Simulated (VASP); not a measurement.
# Sb: relaxation of cell and atoms with PBE

The system is Sb.

```
Sb
1.0
     2.15420    1.24373    3.75800
    -2.15420    1.24373    3.75800
     0.00000   -2.48746    3.75800
Sb
2
Direct
  0.23349 0.23349 0.23349
  0.76651 0.76651 0.76651
```

```
Program                : VASP 6.6.1
Task                   : relaxation of cell and atoms
Functional             : PBE
Potentials or basis    : VASP PAW PBE potentials, release 64 (Sb)
Cutoff                 : 600 eV
k mesh                 : 12 × 12 × 10
Occupations            : methfessel-paxton, width 0.1 eV
Spin                   : no spin polarisation
Further INCAR settings : ALGO = Normal; EDIFF = 1e-06; IBRION = 2; EDIFFG = -0.01; NSW = 90; ISIF = 3
```

```yaml
Relaxed_volume: 31.77 Å³/atom
Relaxed_cell: a = 4.591 Å, b = 4.591 Å, c = 4.591 Å, α = 56.91°, β = 56.91°, γ = 56.91°
Space_group_after_relaxing_to_0.05_Å: R-3m (No. 166)
Energy_gained_by_relaxing: 12.7 meV/atom
Ionic_steps: 7
Pressure_after_relaxing: 0.0 GPa
Band_gap_on_the_k_mesh: none (metal or under the smearing width)
```

Forces on the atoms (eV/Å):
```
Sb   0.000  0.000 -0.002
Sb   0.000  0.000  0.002
```

The path:
```csv
step,energy change (eV),largest force (eV/Å),pressure (GPa),volume (Å³)
1,0.0000,0.2483,2.80,60.41
2,-0.0135,0.2235,-1.57,65.15
3,-0.0248,0.0455,0.04,63.16
4,-0.0249,0.0337,0.03,63.23
5,-0.0252,0.0018,0.00,63.45
6,-0.0253,0.0001,0.01,63.49
7,-0.0253,0.0023,0.02,63.54
```

Final structure:
```cif
data_structure
_symmetry_space_group_name_H-M 'P 1'
_symmetry_Int_Tables_number 1
_cell_length_a 4.5908
_cell_length_b 4.5908
_cell_length_c 4.5908
_cell_angle_alpha 56.909
_cell_angle_beta 56.909
_cell_angle_gamma 56.909
_cell_volume 63.54
loop_
_atom_site_label
_atom_site_type_symbol
_atom_site_fract_x
_atom_site_fract_y
_atom_site_fract_z
_atom_site_occupancy
Sb1 Sb 0.23330 0.23330 0.23330 1
Sb2 Sb 0.76670 0.76670 0.76670 1
```

Levels at points of the mesh, in eV from the Fermi level:
```tsv
k point	band 1	band 2	band 3	band 4	band 5	band 6	band 7	band 8	band 9
(0.00, 0.00, 0.00)	-12.33	-5.04	-1.95	-1.68	-1.68	2.02	2.61	2.61	5.16
(0.50, 0.00, 0.00)	-10.12	-9.39	-1.84	-1.74	-0.26	-0.21	0.22	0.59	7.48
(0.50, 0.50, 0.00)	-10.14	-7.94	-5.12	-3.52	-3.42	1.68	4.68	5.31	6.50
(0.50, 0.50, 0.50)	-10.93	-8.73	-1.22	-1.22	-0.53	0.23	0.23	1.08	6.88
```

Wall time 5.4 min on 1 thread of Intel(R) Xeon(R) 6975P-C (Granite Rapids) (shared host), peak memory 0.41 GiB.

Spin-orbit coupling is left out, which matters for the levels of Sb. Zero-point motion and thermal expansion aren't in these numbers.
